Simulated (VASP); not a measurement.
# Si (Fd-3m) in VASP: notebook

Aim: see how the results for Si move with the level of theory and the settings. Levels: PBEsol, PBE. Tasks: relaxation of cell and atoms.

All numbers are computed with VASP 6.6.1; they aren't measurements. Logs are shortened: lines on timing, memory, paths and dates and some standing lists are left out, and cuts for length are marked.

## Step 1: The crystal as given

Symmetry: Fd-3m, No. 227, cubic system. The conventional cell has a = 5.427 Å, b = 5.427 Å, c = 5.427 Å, α = 90.00°, β = 90.00°, γ = 90.00°. Si (site symmetry -43m) is surrounded by 4 Si at 2.35 Å.

## Step 2: Relaxation of cell and atoms, PBEsol

INCAR reads:

```
PREC = Accurate ; ENCUT = 600
EDIFF = 1E-6 ; ISMEAR = 0
SIGMA = 0.03 ; LREAL = False
LASPH = True ; NELM = 80
ALGO = Normal ; ISIF = 3
LWAVE = False ; LCHARG = False
GGA = PS ; IBRION = 2
NSW = 90 ; EDIFFG = -0.01
```

KPOINTS reads:

```
regular mesh
0
Gamma
  10 10 10
```

POSCAR reads:

```
Si
1.0
    0.0000000000      2.7135600000      2.7135600000
    2.7135600000      0.0000000000      2.7135600000
    2.7135600000      2.7135600000      0.0000000000
Si
2
Direct
    0.7500000000      0.7500000000      0.7500000000
    0.5000000000      0.5000000000      0.5000000000
```

Potentials or basis: VASP PAW PBE potentials, release 64 (Si).

Run with:

```sh
> cat potpaw_PBE.64/Si/POTCAR > POTCAR
> mpirun -np 1 vasp_std > vasp.out
```

OUTCAR:

```text
PREC = Accurate
   ENCUT = 600
   EDIFF = 1E-6
   ISMEAR = 0
   LREAL = False
   LASPH = True
   NELM = 80
   ISIF = 3
   GGA = PS
   IBRION = 2
   NSW = 90
   EDIFFG = -0.01

 ion  position               nearest neighbor table
   1  0.750  0.750  0.750-   2 2.35   2 2.35   2 2.35   2 2.35
   2  0.500  0.500  0.500-   1 2.35   1 2.35   1 2.35   1 2.35

  LATTYP: Found a face centered cubic cell.
 ALAT       =     5.4271200000

  Lattice vectors:

 A1 = (   0.0000000000,   2.7135600000,   2.7135600000)
 A2 = (   2.7135600000,   0.0000000000,   2.7135600000)
 A3 = (   2.7135600000,   2.7135600000,   0.0000000000)

Analysis of symmetry for initial positions (statically):
=====================================================================
 Subroutine PRICEL returns:
 Original cell was already a primitive cell.

 Routine SETGRP: Setting up the symmetry group for a
 face centered cubic supercell.

 Subroutine GETGRP returns: Found 48 space group operations
 (whereof 24 operations were pure point group operations)
 out of a pool of 48 trial point group operations.

The static configuration has the point symmetry T_d .
 The point group associated with its full space group is O_h .

Analysis of symmetry for dynamics (positions and initial velocities):
=====================================================================
 Subroutine PRICEL returns:
 Original cell was already a primitive cell.

 Routine SETGRP: Setting up the symmetry group for a
 face centered cubic supercell.

 Subroutine GETGRP returns: Found 48 space group operations
 (whereof 24 operations were pure point group operations)
 out of a pool of 48 trial point group operations.

The dynamic configuration has the point symmetry T_d .
 The point group associated with its full space group is O_h .

 Subroutine INISYM returns: Found 48 space group operations
 (whereof 24 operations are pure point group operations),
 and found     1 'primitive' translations

----------------------------------------------------------------------------------------

                                     Primitive cell

  volume of cell :      39.9621

  direct lattice vectors                    reciprocal lattice vectors
     0.000000000  2.713560000  2.713560000    -0.184259792  0.184259792  0.184259792
[... 95 lines left out ...]
   TEBEG  =    0.0;   TEEND  =   0.0 temperature during run
   PSTRESS=    0.0 pullay stress
   NELECT =       8.0000    total number of electrons
   NUPDOWN=      -1.0000    fix difference up-down
   EMIN   =  10.00;   EMAX   =-10.00  energy-range for DOS
   EFERMI =   0.00;   METHOD = LEGACY
   ISMEAR =     0;   SIGMA  =   0.03  broadening in eV -4-tet -1-fermi 0-gaus
   EFERMI_NEDOS =   21; number of points for ismear=-14 and -15
   IALGO  =     38    algorithm
   IMIX   =      4    mixing-type and parameters
     AMIX     =   0.40;   BMIX     =  1.00
     AMIX_MAG =   1.60;   BMIX_MAG =  1.00
  volume/ion in A,a.u.               =      19.98       134.84
  Fermi-wavevector in a.u.,A,eV,Ry     =   0.957684  1.809760 12.478691  0.917158
  Thomas-Fermi vector in A             =   2.086724
   LORBIT       =      0    0 simple, 1 ext, 2 COOP (PROOUT), +10 PAW based schemes
   GGA     = PS    functional components
   LHFCALC =     F    Hartree Fock is set to
   AEXX    =    0.0000 exact exchange contribution
   IVDW    =     0    specifies the selected vdW correction
   LEPSILON=     F    determine dielectric tensor
   LRPA    =     F    only Hartree local field effects (RPA)
 conjugate gradient relaxation of ions
 non-spin polarized calculation
 Gauss-broadening in eV      SIGMA  =   0.03
  energy-cutoff  :      600.00
  volume of cell :       39.96
 maximum number of plane-waves:      1363
   NGX = 15   NGY = 15   NGZ = 15

--------------------------------------- Ionic step        1  -------------------------------------------

 number of electron       7.9999999 magnetization

 Free energy of the ion-electron system (eV)
  ---------------------------------------------------
  ext. energy  EPLUGINS =         0.00000000
  ---------------------------------------------------
  free energy    TOTEN  =       -11.49228947 eV

  energy without entropy =      -11.49228947  energy(sigma->0) =      -11.49228947

------------------------ aborting loop because EDIFF is reached ----------------------------------------

  FORCE on cell =-STRESS in cart. coord.  units (eV):
  Direction    XX          YY          ZZ          XY          YZ          ZX
  --------------------------------------------------------------------------------------
  -------------------------------------------------------------------------------------
  Total        0.1140348      0.1140348      0.1140348     -0.0000000      0.0000000     -0.0000000
  in kB        4.5719330      4.5719330      4.5719330     -0.0000000      0.0000000     -0.0000000
  external PRESSURE =       4.5719330 kB  Pullay stress =       0.0000000 kB
[... 59 lines left out ...]
--------------------------------------- Ionic step        3  -------------------------------------------

 number of electron       7.9999999 magnetization

 Free energy of the ion-electron system (eV)
  ---------------------------------------------------
  ext. energy  EPLUGINS =         0.00000000
  ---------------------------------------------------
  free energy    TOTEN  =       -11.49255543 eV

  energy without entropy =      -11.49255543  energy(sigma->0) =      -11.49255543

 E-fermi :   5.9295     XC(G=0):  -9.5428

 val. band max:        5.7622116004   @ k =   0.0000   0.0000   0.0000
 cond. band min:       6.2336800473   @ k =   0.4000   0.4000   0.0000
 fundamental gap:      0.4714684470
 Fermi energy:         5.9294791980

 k-point     1 :       0.0000    0.0000    0.0000
  band No.  band energies     occupation
      1      -6.2091      2.00000
      2       5.7622      2.00000
      3       5.7622      2.00000
      4       5.7622      2.00000
      5       8.2784      0.00000
      6       8.2784      0.00000
      7       8.2784      0.00000
      8       9.0552      0.00000
[... 243 lines left out ...]
 k-point    24 :       0.4000    0.3000    0.0000
  band No.  band energies     occupation
      1      -4.0432      2.00000
      2       0.3391      2.00000
      3       2.8795      2.00000
      4       3.3137      2.00000
      5       6.7116      0.00000
      6       7.8986      0.00000
      7      12.6607      0.00000
      8      12.7818      0.00000

 [... further k-points ...]
[... 5 lines left out ...]
  --------------------------------------------------------------------------------------
  -------------------------------------------------------------------------------------
  Total        0.0009868      0.0009868      0.0009868     -0.0000000      0.0000000      0.0000000
  in kB        0.0393745      0.0393745      0.0393745     -0.0000000      0.0000000      0.0000000
  external PRESSURE =       0.0393745 kB  Pullay stress =       0.0000000 kB
[... 17 lines left out ...]
  FREE ENERGIE OF THE ION-ELECTRON SYSTEM (eV)
  ---------------------------------------------------
  free  energy   TOTEN  =       -11.4925554341 eV

  energy  without entropy=      -11.4925554341  energy(sigma->0) =      -11.49255543

 reached required accuracy - stopping structural energy minimisation
```

Run time: 12 s. Hardware: 1 thread of Intel Xeon Platinum 8559C (Emerald Rapids), shared host; peak memory 0.17 GiB.

Results:

```yaml
Free_energy: -11.4926 eV
Relaxed_volume: 20.08 Å³/atom
Relaxed_cell: a = 3.844 Å, b = 3.844 Å, c = 3.844 Å, α = 60.00°, β = 60.00°, γ = 60.00°
Space_group_after_relaxing_to_0.05_Å: Fd-3m (No. 227)
Energy_gained_by_relaxing: 0.1 meV/atom
Ionic_steps: 3
Pressure_after_relaxing: 0.0 GPa
Band_gap_on_the_k_mesh: 0.47 eV, indirect (least direct gap 2.52 eV)
```

The path:
| step | energy change (eV) | largest force (eV/Å) | pressure (GPa) | volume (Å³) |
| --- | --- | --- | --- | --- |
| 1 | 0.0000 | 0.0000 | 0.46 | 39.96 |
| 2 | -0.0001 | 0.0000 | -0.32 | 40.29 |
| 3 | -0.0003 | 0.0000 | 0.00 | 40.15 |

Final structure:
```yaml
crystal:
  lattice:
    - [0.00000, 2.71785, 2.71785]
    - [2.71785, 0.00000, 2.71785]
    - [2.71785, 2.71785, 0.00000]
  atoms:
    - { symbol: Si, position: [0.75000, 0.75000, 0.75000] }
    - { symbol: Si, position: [0.50000, 0.50000, 0.50000] }
```

Caveat: the PAW data sets were made with another functional, which shifts forces and pressure a little. A k mesh can miss the band edges.

## Step 3: Relaxation of cell and atoms, PBEsol

This run uses another cell than the first one, of 20.08 Å³/atom, 1.005 times its volume.

INCAR reads:

```
PREC = Accurate ; ENCUT = 600
EDIFF = 1E-7 ; ISMEAR = 0
SIGMA = 0.03 ; LREAL = False
LASPH = True ; NELM = 80
ALGO = Normal ; ISIF = 3
LWAVE = False ; LCHARG = False
GGA = PS ; IBRION = 2
NSW = 90 ; EDIFFG = -0.005
```

KPOINTS is that of step 2.

POSCAR reads:

```
Si                                      
1.0
   -0.0000000000      2.7178477094      2.7178477094
    2.7178477094      0.0000000000      2.7178477094
    2.7178477094      2.7178477094     -0.0000000000
  Si            
     2
Direct
     0.7500000000000000    0.7500000000000000    0.7500000000000000
     0.5000000000000000    0.5000000000000000    0.5000000000000000
```

Potentials or basis: VASP PAW PBE potentials, release 64 (Si).

Run with:

```sh
> cat potpaw_PBE.64/Si/POTCAR > POTCAR
> mpirun -np 1 vasp_std > vasp.out
```

OUTCAR:

```text
PREC = Accurate
   ENCUT = 600
   EDIFF = 1E-7
   ISMEAR = 0
   LREAL = False
   LASPH = True
   NELM = 80
   ISIF = 3
   GGA = PS
   IBRION = 2
   NSW = 90
   EDIFFG = -0.005

 ion  position               nearest neighbor table
   1  0.750  0.750  0.750-   2 2.35   2 2.35   2 2.35   2 2.35
   2  0.500  0.500  0.500-   1 2.35   1 2.35   1 2.35   1 2.35

  LATTYP: Found a face centered cubic cell.
 ALAT       =     5.4356954188

  Lattice vectors:

 A1 = (   0.0000000000,   2.7178477094,   2.7178477094)
 A2 = (   2.7178477094,   0.0000000000,   2.7178477094)
 A3 = (   2.7178477094,   2.7178477094,   0.0000000000)

Analysis of symmetry for initial positions (statically):
=====================================================================
 Subroutine PRICEL returns:
 Original cell was already a primitive cell.

 Routine SETGRP: Setting up the symmetry group for a
 face centered cubic supercell.

 Subroutine GETGRP returns: Found 48 space group operations
 (whereof 24 operations were pure point group operations)
 out of a pool of 48 trial point group operations.

The static configuration has the point symmetry T_d .
 The point group associated with its full space group is O_h .

Analysis of symmetry for dynamics (positions and initial velocities):
=====================================================================
 Subroutine PRICEL returns:
 Original cell was already a primitive cell.

 Routine SETGRP: Setting up the symmetry group for a
 face centered cubic supercell.

 Subroutine GETGRP returns: Found 48 space group operations
 (whereof 24 operations were pure point group operations)
 out of a pool of 48 trial point group operations.

The dynamic configuration has the point symmetry T_d .
 The point group associated with its full space group is O_h .

 Subroutine INISYM returns: Found 48 space group operations
 (whereof 24 operations are pure point group operations),
 and found     1 'primitive' translations

----------------------------------------------------------------------------------------

[... 114 lines left out ...]
  Fermi-wavevector in a.u.,A,eV,Ry     =   0.956173  1.806905 12.439349  0.914266
  Thomas-Fermi vector in A             =   2.085077
   LORBIT       =      0    0 simple, 1 ext, 2 COOP (PROOUT), +10 PAW based schemes
   GGA     = PS    functional components
   LHFCALC =     F    Hartree Fock is set to
   AEXX    =    0.0000 exact exchange contribution
   IVDW    =     0    specifies the selected vdW correction
   LEPSILON=     F    determine dielectric tensor
   LRPA    =     F    only Hartree local field effects (RPA)
 conjugate gradient relaxation of ions
 non-spin polarized calculation
 Gauss-broadening in eV      SIGMA  =   0.03
  energy-cutoff  :      600.00
  volume of cell :       40.15
 maximum number of plane-waves:      1363
   NGX = 15   NGY = 15   NGZ = 15

 number of electron       7.9999999 magnetization

 Free energy of the ion-electron system (eV)
  ---------------------------------------------------
  ext. energy  EPLUGINS =         0.00000000
  ---------------------------------------------------
  free energy    TOTEN  =       -11.49256018 eV

  energy without entropy =      -11.49256018  energy(sigma->0) =      -11.49256018

 E-fermi :   5.9295     XC(G=0):  -9.5429

 val. band max:        5.7622981985   @ k =   0.0000   0.0000   0.0000
 cond. band min:       6.2336225098   @ k =   0.4000   0.4000   0.0000
 fundamental gap:      0.4713243113
 Fermi energy:         5.9295250030

 k-point     1 :       0.0000    0.0000    0.0000
  band No.  band energies     occupation
      1      -6.2090      2.00000
      2       5.7623      2.00000
      3       5.7623      2.00000
      4       5.7623      2.00000
      5       8.2785      0.00000
      6       8.2785      0.00000
      7       8.2785      0.00000
      8       9.0552      0.00000
[... 243 lines left out ...]
 k-point    24 :       0.4000    0.3000    0.0000
  band No.  band energies     occupation
      1      -4.0431      2.00000
      2       0.3392      2.00000
      3       2.8796      2.00000
      4       3.3137      2.00000
      5       6.7116      0.00000
      6       7.8986      0.00000
      7      12.6608      0.00000
      8      12.7818      0.00000

 [... further k-points ...]
[... 5 lines left out ...]
  --------------------------------------------------------------------------------------
  -------------------------------------------------------------------------------------
  Total        0.0012481      0.0012481      0.0012481     -0.0000000      0.0000000     -0.0000000
  in kB        0.0498015      0.0498015      0.0498015     -0.0000000      0.0000000     -0.0000000
  external PRESSURE =       0.0498015 kB  Pullay stress =       0.0000000 kB

 VOLUME and BASIS-vectors are now :
 -----------------------------------------------------------------------------
  energy-cutoff  :      600.00
  volume of cell :       40.15
      direct lattice vectors                 reciprocal lattice vectors
     0.000000000  2.717847709  2.717847709    -0.183969101  0.183969101  0.183969101
     2.717847709  0.000000000  2.717847709     0.183969101 -0.183969101  0.183969101
     2.717847709  2.717847709  0.000000000     0.183969101  0.183969101 -0.183969101

 POSITION                                       TOTAL-FORCE (eV/Angst)
 -----------------------------------------------------------------------------------
      4.07677      4.07677      4.07677        -0.000000     -0.000000     -0.000000
      2.71785      2.71785      2.71785         0.000000      0.000000      0.000000
 -----------------------------------------------------------------------------------
    total drift:                               -0.000000     -0.000000     -0.000000

  FREE ENERGIE OF THE ION-ELECTRON SYSTEM (eV)
  ---------------------------------------------------
  free  energy   TOTEN  =       -11.4925601780 eV

  energy  without entropy=      -11.4925601780  energy(sigma->0) =      -11.49256018

 reached required accuracy - stopping structural energy minimisation
```

OSZICAR:

```text
N       E                     dE             d eps       ncg     rms          rms(c)
DAV:   1     0.101583498433E+02    0.10158E+02   -0.36452E+03   752   0.895E+02
DAV:   2    -0.114326081302E+02   -0.21591E+02   -0.20745E+02  1176   0.903E+01
DAV:   3    -0.117132168633E+02   -0.28061E+00   -0.28061E+00   984   0.133E+01
DAV:   4    -0.117142884398E+02   -0.10716E-02   -0.10716E-02  1208   0.915E-01
DAV:   5    -0.117142891661E+02   -0.72629E-06   -0.72643E-06  1040   0.234E-02    0.495E+00
DAV:   6    -0.115615763448E+02    0.15271E+00   -0.96839E-02   928   0.158E+00    0.297E+00
DAV:   7    -0.114920479846E+02    0.69528E-01   -0.16942E-01   912   0.218E+00    0.187E-01
DAV:   8    -0.114924964952E+02   -0.44851E-03   -0.43343E-03   888   0.504E-01    0.717E-02
DAV:   9    -0.114925498967E+02   -0.53401E-04   -0.80843E-05  1216   0.755E-02    0.515E-02
DAV:  10    -0.114925604583E+02   -0.10562E-04   -0.10918E-05   912   0.244E-02    0.102E-02
DAV:  11    -0.114925601730E+02    0.28533E-06   -0.21856E-07  1096   0.326E-03    0.171E-03
DAV:  12    -0.114925601780E+02   -0.50316E-08   -0.12564E-07   872   0.287E-03
   1 F= -.11492560E+02 E0= -.11492560E+02  d E =-.114926E+02
```

It took 9.1 s on 1 thread of Intel Xeon Platinum 8559C (Emerald Rapids), shared host; peak memory 0.16 GiB.

What came out:

* Free energy: -11.4926 eV
* Pressure after relaxing: 0.0 GPa
* Band gap on the k mesh: 0.47 eV, indirect (least direct gap 2.52 eV)

Final structure:
```yaml
crystal:
  lattice:
    - [0.00000, 2.71785, 2.71785]
    - [2.71785, 0.00000, 2.71785]
    - [2.71785, 2.71785, 0.00000]
  atoms:
    - { symbol: Si, position: [0.75000, 0.75000, 0.75000] }
    - { symbol: Si, position: [0.50000, 0.50000, 0.50000] }
```

Levels at points of the mesh, in eV from the valence-band top:
```csv
k point,band 1,band 2,band 3,band 4,band 5,band 6,band 7,band 8
"(0.00, 0.00, 0.00)",-11.97,0.00,0.00,0.00,2.52,2.52,2.52,3.29
"(0.50, 0.00, 0.00)",-9.63,-7.00,-1.20,-1.20,1.46,3.27,3.27,7.51
"(0.50, 0.50, 0.00)",-7.82,-7.82,-2.87,-2.87,0.59,0.59,10.04,10.04
```

Caveat: the relaxation stopped at its first step, so nothing moved; the PAW data sets were made with another functional, which shifts forces and pressure a little.

(Continued in part 2 of 2.)
